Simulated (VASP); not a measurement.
**Ta: relaxation of cell and atoms with PBE**

The system is Ta.

```
Ta
1.0
    -1.66061    1.66061    1.66061
     1.66061   -1.66061    1.66061
     1.66061    1.66061   -1.66061
Ta
1
Direct
  0.00000 0.00000 0.00000
```

```
Program                : VASP 6.6.1
Task                   : relaxation of cell and atoms
Functional             : PBE
Potentials or basis    : VASP PAW PBE potentials, release 64 (Ta_pv)
Cutoff                 : 520 eV
k mesh                 : 18 × 18 × 18
Occupations            : gaussian, width 0.3 eV
Spin                   : no spin polarisation
Further INCAR settings : ALGO = Normal; EDIFF = 1e-07; IBRION = 2; EDIFFG = -0.002; NSW = 80; ISIF = 3
```

```
Pressure after relaxing : 0.0 GPa
Band gap on the k mesh  : none (metal or under the smearing width)
```

Final structure:
```cif
data_structure
_symmetry_space_group_name_H-M 'P 1'
_symmetry_Int_Tables_number 1
_cell_length_a 2.8763
_cell_length_b 2.8763
_cell_length_c 2.8763
_cell_angle_alpha 109.471
_cell_angle_beta 109.471
_cell_angle_gamma 109.471
_cell_volume 18.32
loop_
_atom_site_label
_atom_site_type_symbol
_atom_site_fract_x
_atom_site_fract_y
_atom_site_fract_z
_atom_site_occupancy
Ta1 Ta 0.00000 0.00000 0.00000 1
```

Levels at points of the mesh, in eV from the Fermi level:
```tsv
k point	band 3	band 4	band 5	band 6	band 7	band 8
(0.00, 0.00, 0.00)	-33.16	-7.87	0.71	0.71	0.71	3.93
(0.50, 0.00, 0.00)	-33.16	-4.32	-1.51	1.49	3.80	4.81
(0.50, 0.50, 0.50)	-33.93	-3.72	-3.72	6.68	6.68	6.68
```

Run time: 25 s on 1 thread of AMD EPYC 7R13 Processor (Zen 3) (shared host), peak memory 0.13 GiB.

Caveat: the relaxation stopped at its first step, so nothing moved. Spin-orbit coupling is left out, which matters for the levels of Ta.
